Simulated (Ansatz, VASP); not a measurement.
## HfO2 in VASP and in Ansatz

INCAR

```
PREC     = Accurate       # precision mode
ENCUT    = 520            # plane-wave cutoff, eV
EDIFF    = 1E-6           # SCF threshold, eV
ISMEAR   = 0              # smearing method
SIGMA    = 0.01           # smearing width, eV
LREAL    = F              # projectors in reciprocal space
LASPH    = T              # aspherical terms in the spheres
NELM     = 60             # most SCF steps
ALGO     = Normal         # electronic algorithm
ISIF     = 2              # what is computed and relaxed
LWAVE    = F              # write WAVECAR
LCHARG   = F              # write CHGCAR
GGA      = CA             # functional
IBRION   = 2              # ionic algorithm
NSW      = 50             # ionic steps
EDIFFG   = -0.002         # ionic threshold
```

File KPOINTS:

```
Automatic mesh
0
Gamma
  8 8 8
```

File POSCAR:

```
HfO2
1.0
    0.0125026904      2.5067894170      2.5067894170
    2.5067894170      0.0125026904      2.5067894170
    2.5067894170      2.5067894170      0.0125026904
Hf O
1 2
Direct
    0.0000000000      0.0000000000      0.0000000000
    0.2500000000      0.2500000000      0.2500000000
    0.7500000000      0.7500000000      0.7500000000
```

Input for Ansatz:

```yaml
crystal:
  lattice:
    - [0.01250269036, 2.50678941703, 2.50678941703]
    - [2.50678941703, 0.01250269036, 2.50678941703]
    - [2.50678941703, 2.50678941703, 0.01250269036]
  atoms:
    - { symbol: Hf, position: [0.0, 0.0, 0.0] }
    - { symbol: O, position: [0.25, 0.25, 0.25] }
    - { symbol: O, position: [0.75, 0.75, 0.75] }
kpoints:
  mp_grid: { grid: [8, 8, 8] }
scf:
  occupations: { method: fixed }
  convergence: { dr2_threshold: 1.0e-10 }
hamiltonian:
  xc: lda
  pseudopotentials: { kind: all_electron, lapw: { basis_error: 0.0005 } }
output:
  forces: true
  stress: true
  eigenstates:
    kpoints:
      - [0.0, 0.0, 0.0]
      - [0.0, -0.5, -0.5]
      - [-0.5, 0.0, -0.5]
      - [-0.5, -0.5, 0.0]
      - [1.0e-09, -0.253781897, 0.253781902]
      - [-0.253781897, 1.0e-09, 0.253781902]
      - [-0.253781897, 0.253781902, 1.0e-09]
      - [-0.253781897, -0.507563799, -0.253781898]
      - [-0.253781897, -0.253781898, -0.507563799]
      - [-0.507563799, -0.253781897, -0.253781898]
      - [-0.5, 0.0, 0.0]
      - [0.0, -0.5, 0.0]
      - [0.0, 0.0, -0.5]
      - [-0.5, -0.5, -0.5]
relax:
  f_tol: 0.002
  max_steps: 30
```

Change from the starting cell: equal xy, yz and zx engineering shears of +0.5 %.

Alike in both runs: task relaxation of the atoms; functional LDA; k mesh 8 × 8 × 8; no spin polarisation.

|  | VASP | Ansatz |
| --- | --- | --- |
| version | VASP 6.6.1 | Ansatz 0.2.0 |
| potentials or method | VASP PAW LDA potentials, release 64 (Hf_pv, O) | all-electron LAPW, scalar-relativistic |
| plane-wave cutoff (eV) | 520 | see its input |
| occupations | gaussian, width 0.01 eV | fixed |

|  | VASP | Ansatz | Ansatz less VASP |
| --- | --- | --- | --- |
| gap on the k mesh at the Fermi level, each at its own relaxed structure (eV) | 3.70 | 3.66 | -0.046 |

Ansatz ran all-electron here, so the differences hold the error of VASP's frozen core and of both bases.

Caveats: spin-orbit coupling is left out, which moves the levels of the heavy elements. A k mesh can miss the band edges.
